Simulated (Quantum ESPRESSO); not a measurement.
## Na2S under changes of volume

One of the cells (23.385 Å³/atom); the others are scaled copies at fixed shape and fractional positions:

```
CELL_PARAMETERS angstrom
0.00000 3.27350 3.27350
3.27350 0.00000 3.27350
3.27350 3.27350 0.00000
ATOMIC_POSITIONS crystal
S 0.00000 0.00000 0.00000
Na 0.75000 0.75000 0.75000
Na 0.25000 0.25000 0.25000
```

- Program: Quantum ESPRESSO 7.5
- Functional: PBE
- Potentials or basis: SSSP 1.3 efficiency PBE
- Cutoff: 748 eV
- Density cutoff: 5987 eV
- k mesh: 7 × 7 × 7
- Occupations: fermi-dirac, width 0.05 eV
- Spin: no spin polarisation

```tsv
volume (Å³/atom)	energy over the lowest point (meV/atom)	pressure (GPa)	gap on the mesh (eV)
21.982	12.49	2.5	2.69
22.450	6.36	1.7	2.61
22.918	2.38	1.0	2.54
23.385	0.32	0.4	2.48
23.853	0.00	-0.2	2.41
24.321	1.25	-0.7	2.35
24.789	?	?	?
```

**Question.** What does the run at 24.789 Å³/atom give?

**Answer.** Energy over the lowest point 3.90 meV/atom; pressure -1.1 GPa; gap on the mesh 2.29 eV.

Worked out: A Birch-Murnaghan fit of order 3 (a polynomial in V^(-2/3)) to the other rows has its minimum at 23.71 Å³/atom with B0 = V·E''(V) = 28 GPa and B' = 4.2. It gives 3.92 meV/atom at 24.789 Å³/atom, against the run's 3.90, and -dE/dV = -1.1 GPa, against -1.1. A straight line through the other rows of the gap, of slope -3.34 eV per unit of ln V (its deformation potential), extrapolates to 2.28 eV, against the run's 2.29.

Energies are extrapolated to zero smearing.
